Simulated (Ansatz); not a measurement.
## Two-dimensional strain map in BN

These are results of Ansatz 0.2.0, DFT r2SCAN, scalar-relativistic, plane waves, PAW, not measurements. Settings: plane waves to 500 eV, k-mesh 12×12×12 (Γ-centred), Gaussian smearing 0.05 eV. No spin polarisation. Energies are free energies at this smearing, counted from the undisturbed cell; pressure is positive in compression.

The undisturbed cell (as given, not relaxed at this level; it stands at -5.2 GPa):

```yaml
crystal:
  lattice:
    - [0.00000, 1.81300, 1.81300]
    - [1.81300, 0.00000, 1.81300]
    - [1.81300, 1.81300, 0.00000]
  atoms:
    - { symbol: B, position: [0.00000, 0.00000, 0.00000] }
    - { symbol: N, position: [0.75000, 0.75000, 0.75000] }
```

The cell is strained by p along both x and y and by q along z, fractional coordinates fixed. Points are written (p, q).

p was sampled at -0.030, -0.015, 0.000, 0.015, 0.030 and q at -0.030, -0.015, 0.000, 0.015, 0.030.

Task: Where on the computed points is the energy highest, and how high?

Result: At (0.030, 0.030): 69.6 meV/atom.

Task: Away from (0, 0), which computed point is lowest?

Result: (0.000, -0.015): 0.5 meV/atom.

The map, in meV/atom:

```
 p \ q  -0.030  -0.015  0.000  0.015  0.030
-0.030    44.2    29.7   22.9   23.5   31.2
-0.015    17.0     6.1    2.6    6.1   16.4
 0.000     7.9     0.5    0.0    6.2   18.8
 0.015    15.5    11.3   13.6   22.3   37.1
 0.030    38.2    36.9   41.9   52.8   69.6
```